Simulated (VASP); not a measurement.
Crystal: Mg.

```xyz
1
Lattice="-1.8360 1.8360 1.6794 1.8360 -1.8360 1.6794 1.8360 1.8360 -1.6794" Properties=species:S:1:pos:R:3 pbc="T T T"
Mg    0.0000    0.0000    0.0000
```

This isn't the form of Mg at room conditions, which is hcp.

```yaml
Program: VASP 6.6.1
Task: relaxation of cell and atoms
Functional: LDA
Potentials_or_basis: VASP PAW LDA potentials, release 64 (Mg)
Cutoff: 600 eV
k_mesh: 11 × 11 × 11
Occupations: fermi-dirac, width 0.05 eV
Spin: no spin polarisation
```

At the start: pressure -1.9 GPa; volume 22.64 Å³/atom.

**Question.** How do energy, volume and symmetry change on relaxing?

**Answer.** Over 12 steps the energy falls by 10.8 meV/atom and the volume is 21.33 Å³/atom (-5.8 %); space group Im-3m (No. 229, to 0.05 Å).

Step by step:
| step | energy change (eV) | largest force (eV/Å) | pressure (GPa) | volume (Å³) |
| --- | --- | --- | --- | --- |
| 1 | 0.0000 | 0.0000 | -1.90 | 22.64 |
| 2 | -0.0067 | 0.0000 | -0.54 | 21.78 |
| 3 | -0.0072 | 0.0000 | -0.01 | 21.48 |
| 4 | -0.0072 | 0.0000 | 0.03 | 21.46 |
| 5 | -0.0073 | 0.0000 | 0.03 | 21.45 |
| 6 | -0.0078 | 0.0000 | 0.03 | 21.43 |
| 7 | -0.0088 | 0.0000 | 0.07 | 21.37 |
| 8 | -0.0102 | 0.0000 | 0.20 | 21.24 |
| 9 | -0.0086 | 0.0000 | 0.84 | 20.94 |
| 10 | -0.0105 | 0.0000 | 0.32 | 21.17 |
| 11 | -0.0107 | 0.0000 | 0.13 | 21.27 |
| 12 | -0.0108 | 0.0000 | 0.00 | 21.33 |

Final structure:
```
Mg
1.0
    -1.74687    1.74687    1.74774
     1.74687   -1.74687    1.74774
     1.74687    1.74687   -1.74774
Mg
1
Direct
  0.00000 0.00000 0.00000
```
